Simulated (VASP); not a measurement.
Here is a VASP 6.6.1 calculation.

POSCAR

```
GaN
1.0
    0.0000000000      2.1352350000      2.1352350000
    2.1352350000      0.0000000000      2.1352350000
    2.1352350000      2.1352350000      0.0000000000
Ga N
1 1
Direct
    0.0000000000      0.0000000000      0.0000000000
    0.5000000000      0.5000000000      0.5000000000
```

Contents of INCAR.step1:

```
SYSTEM = GaN
PREC = Accurate ; ENCUT = 450
EDIFF = 1E-8 ; ISMEAR = 0
SIGMA = 0.01 ; LREAL = .False.
LASPH = .True. ; NELM = 80
ALGO = Normal ; LWAVE = .True.
LCHARG = .False. ; GGA = PE
```

The input INCAR.step2:

```
SYSTEM = GaN
PREC = Accurate ; ENCUT = 450
EDIFF = 1E-8 ; ISMEAR = 0
SIGMA = 0.01 ; LREAL = .False.
LASPH = .True. ; NELM = 1
ALGO = Exact ; LWAVE = .True.
LCHARG = .False. ; GGA = PE
NBANDS = 90 ; LOPTICS = .True.
ISTART = 1
```

File INCAR.step3:

```
SYSTEM = GaN
PREC = Accurate ; ENCUT = 450
EDIFF = 1E-8 ; ISMEAR = 0
SIGMA = 0.01 ; LREAL = .False.
LASPH = .True. ; ALGO = EVGW0R
LWAVE = .False. ; LCHARG = .False.
GGA = PE ; NELMGW = 1
NBANDS = 90 ; ENCUTGW = 150
NOMEGA = 16 ; PRECFOCK = Fast
ISTART = 1 ; NBANDSGW = 17
```

File KPOINTS:

```
Automatic mesh
0
Gamma
  4 4 4
  0 0 0
```

Potentials or basis: VASP PAW PBE potentials, release 64 (Ga_d_GW, N_GW).

Launch:

```bash
$ cat potpaw_PBE.64/Ga_d_GW/POTCAR potpaw_PBE.64/N_GW/POTCAR > POTCAR
$ cp INCAR.step1 INCAR
$ mpirun -np 1 vasp_std > vasp.out
$ cp INCAR.step2 INCAR
$ mpirun -np 1 vasp_std > vasp.out
$ cp INCAR.step3 INCAR
$ mpirun -np 1 vasp_std > vasp.out
```

(1) What does it give for the quasiparticle gap?

(2) Predict the least direct quasiparticle gap.

(3) What does it give for the band gap on the k mesh, mean-field level?

Answers

(1) 1.25 eV.

(2) 3.18 eV.

(3) 0.48 eV, indirect (least direct gap 2.32 eV).

Caveat: the k mesh is coarse (spacing up to 0.64 Å⁻¹), so the values aren't converged; bands, screening cutoff and mesh are small and nothing is extrapolated, so the quasiparticle values aren't converged.
